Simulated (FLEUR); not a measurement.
## Al: equation of state with PBE

**Measured values to compare with.**

From “The interpretation of polycrystalline coherent inelastic neutron scattering from aluminium”, 2013, pmc:3831299, for a bulk crystal of Al: bulk modulus 76.9 GPa.

Crystal: Al.

```
Al
1.0
     0.00000    2.02481    2.02481
     2.02481    0.00000    2.02481
     2.02481    2.02481    0.00000
Al
1
Direct
  0.00000 0.00000 0.00000
```

| Property | Result |
| --- | --- |
| Program | FLEUR MaX-R8.1 (later development tree) |
| Task | equation of state |
| Functional | PBE |
| Potentials or basis | all-electron |
| Basis | FLAPW |
| Kmax | 5 1/bohr |
| k mesh | 11 × 11 × 11 |
| Occupations | fermi-dirac, width 0.05 eV |
| Spin | no spin polarisation |
| inpgen profile | precise |
| Gmax | 25 1/bohr |
| Muffin-tin radii | Al 2.45 bohr |
| lmax | Al 13 |
| Local orbitals a species | Al 4 |

```json
{"Equilibrium volume": "16.51 Å³/atom", "Bulk modulus": "79 GPa", "Pressure derivative of the bulk modulus": "4.4 (rough: it moves with the points fitted)"}
```

Energy against volume, from the lowest point:
```
volume (Å³/atom)  energy (meV/atom)
          15.607              13.49
          15.939               5.16
          16.603               0.00
          17.267               7.69
          17.599              15.51
```

Against the measured bulk modulus of Al, 76.9 GPa (quoted in “The interpretation of polycrystalline coherent inelastic neutron scattering from aluminium”, 2013, pmc:3831299), the calculated 79 GPa is off by +2.6 %. The fit is for a static lattice scaled at fixed shape and fixed fractional positions. The cell as given is a measured one (16.60 Å³/atom); PBE puts the equilibrium volume -0.5 % from it, thermal expansion not counted.
